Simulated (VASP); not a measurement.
Wanted: the native input for a VASP 6.6.1 run.

- Task: vibrations by finite differences
- Functional: PBE
- Dispersion: D3(BJ)
- Potentials or basis: VASP PAW PBE potentials, release 64 (B, N)
- Cutoff: 520 eV
- k mesh: 6 × 6 × 2
- Occupations: gaussian, width 0.02 eV
- Spin: no spin polarisation
- Further INCAR settings: ALGO = Normal; EDIFF = 1e-08; IBRION = 6; POTIM = 0.015; NSW = 1

The structure of BN lies in POSCAR:

```
BN                                      
1.0
    2.4899278548      0.0000000000      0.0000000000
   -1.2449639274      2.1563407711      0.0000000000
    0.0000000000      0.0000000000      6.5521198137
  B               N             
     2     2
Direct
     0.3333333300000021    0.6666666699999979    0.2500000000000000
     0.6666666699999979    0.3333333300000021    0.7500000000000000
     0.3333333300000021    0.6666666699999979    0.7500000000000000
     0.6666666699999979    0.3333333300000021    0.2500000000000000
```

The cell isn't the ideal one: a relaxed cell with its volume scaled by 0.98.

The input as run:

INCAR

```
ALGO     = Normal         # electronic algorithm
EDIFF    = 1E-8           # SCF threshold, eV
ENCUT    = 520            # plane-wave cutoff, eV
GGA      = PE             # functional
IBRION   = 6              # ionic algorithm
ISIF     = 2              # what is computed and relaxed
ISMEAR   = 0              # smearing method
IVDW     = 12             # dispersion correction
LASPH    = T              # aspherical terms in the spheres
LCHARG   = F              # write CHGCAR
LREAL    = F              # projectors in reciprocal space
LWAVE    = F              # write WAVECAR
NELM     = 100            # most SCF steps
NFREE    = 2            
NSW      = 1              # ionic steps
POTIM    = 0.015          # step
PREC     = Accurate       # precision mode
SIGMA    = 0.02           # smearing width, eV
```

KPOINTS

```
k-points
0
Gamma
  6 6 2
```

Potentials or basis: VASP PAW PBE potentials, release 64 (B, N).

Launch:

```bash
$ cat potpaw_PBE.64/B/POTCAR potpaw_PBE.64/N/POTCAR > POTCAR
$ mpirun -np 1 vasp_std > vasp.out
```

Results of the run:

* Highest phonon frequency at Γ, LO-TO splitting left out: 1389 cm⁻¹
* Dispersion energy per atom: -0.145 eV

Caveat: the k mesh is coarse (spacing up to 0.49 Å⁻¹), so the values aren't converged.

It took 90 s on 1 thread of Intel(R) Xeon(R) Platinum 8259CL CPU @ 2.50GHz (Skylake/Cascade Lake), on a shared host, peak memory 0.18 GiB.
